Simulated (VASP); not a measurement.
BP:

```
CELL_PARAMETERS angstrom
0.00000 2.26900 2.26900
2.26900 0.00000 2.26900
2.26900 2.26900 0.00000
ATOMIC_POSITIONS crystal
P 0.75000 0.75000 0.75000
B 0.00000 0.00000 0.00000
```

```yaml
Program: VASP 6.6.1
Task: relaxation of cell and atoms
Functional: LDA
Potentials_or_basis: VASP PAW LDA potentials, release 64 (P, B)
Cutoff: 600 eV
k_mesh: 8 × 8 × 8
Occupations: gaussian, width 0.02 eV
Spin: no spin polarisation
```

At the start: pressure -5.3 GPa; volume 11.68 Å³/atom.

Q: Where does the relaxation end?

A: Over 3 steps the energy falls by 6.3 meV/atom and the volume is 11.31 Å³/atom (-3.1 %); space group F-43m (No. 216, to 0.05 Å).

The path:
| step | energy change (eV) | largest force (eV/Å) | pressure (GPa) | volume (Å³) |
| --- | --- | --- | --- | --- |
| 1 | 0.0000 | 0.0000 | -5.31 | 23.36 |
| 2 | -0.0050 | 0.0000 | 4.51 | 22.08 |
| 3 | -0.0125 | 0.0000 | -0.02 | 22.63 |

Final structure:
```
P B
1.0
     0.00000    2.24495    2.24495
     2.24495    0.00000    2.24495
     2.24495    2.24495    0.00000
P B
1 1
Direct
  0.75000 0.75000 0.75000
  0.00000 0.00000 0.00000
```
